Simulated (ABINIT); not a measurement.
The system is Be2C.

```
C Be
1.0
     0.00000    2.16500    2.16500
     2.16500    0.00000    2.16500
     2.16500    2.16500    0.00000
C Be
1 2
Direct
  0.00000 0.00000 0.00000
  0.75000 0.75000 0.75000
  0.25000 0.25000 0.25000
```

Base run:

```yaml
Program: ABINIT 10.8.3 (patched build)
Functional: PBEsol
Potentials_or_basis: PseudoDojo NC SR PBEsol v0.4.1 standard
Cutoff: 1197 eV
k_mesh: 11 × 11 × 11
Occupations: fermi-dirac, width 0.05 eV
Spin: no spin polarisation
```

Its results: band gap on the k mesh 1.17 eV, indirect (least direct gap 4.12 eV); pressure -2.0 GPa.

The run is repeated on the same cell with these changes: functional from PBEsol to r2SCAN; potentials or basis from PseudoDojo NC SR PBEsol v0.4.1 standard to JTH PAW PBE v2.0; cutoff from 1197 eV to 626 eV. What comes out?

Band gap on the k mesh 1.60 eV, indirect (least direct gap 4.63 eV); pressure -0.1 GPa.

Caveats: an odd mesh through Γ misses points on the zone boundary, where band edges often lie (some runs); the PAW data sets were made with another functional, which shifts forces and pressure a little (some runs); the mesh misses the band edges, which the band path finds closer together (some runs).
